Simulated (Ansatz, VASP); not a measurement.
**One calculation of TiO2 (Rutile), two programs**

```xyz
6
Lattice="4.6433 0.0000 0.0000 0.0000 4.6433 0.0000 0.0000 0.0000 2.9639" Properties=species:S:1:pos:R:3 pbc="T T T"
Ti    0.0000    0.0000    0.0000
Ti    2.3216    2.3216    1.4819
O     1.4168    1.4168    0.0000
O     0.9048    3.7384    1.4819
O     3.2265    3.2265    0.0000
O     3.7384    0.9048    1.4819
```

Alike in both runs: functional PBE; k mesh 6 × 6 × 10; occupations gaussian, width 0.02 eV; no spin polarisation.

Ansatz relaxed the structure, and its values are those at the end. VASP's run is a single point on that final structure, the one shown.

|  | VASP | Ansatz |
| --- | --- | --- |
| version | VASP 6.6.1 | Ansatz 0.2.0 |
| potentials or method | VASP PAW PBE potentials, release 64 (Ti_sv, O) | scalar-relativistic, plane waves, PAW |
| plane-wave cutoff (eV) | 520 | 420 |
| valence electrons in the cell | 48 | 48 |

|  | VASP | Ansatz | Ansatz less VASP |
| --- | --- | --- | --- |
| gap on the k mesh at the Fermi level (eV) | 1.84 | 1.86 | +0.024 |
| least direct gap on the mesh (eV) | 1.84 | 1.86 | +0.024 |
| pressure (GPa) | 0.7 | 0.0 | -0.65 |
| rms of the force components (eV/Å) | 0.014 | 0.000 | -0.0135 |

A k mesh can miss the band edges. Expect the measured gap to be larger: semilocal functionals such as PBE lack the derivative discontinuity.
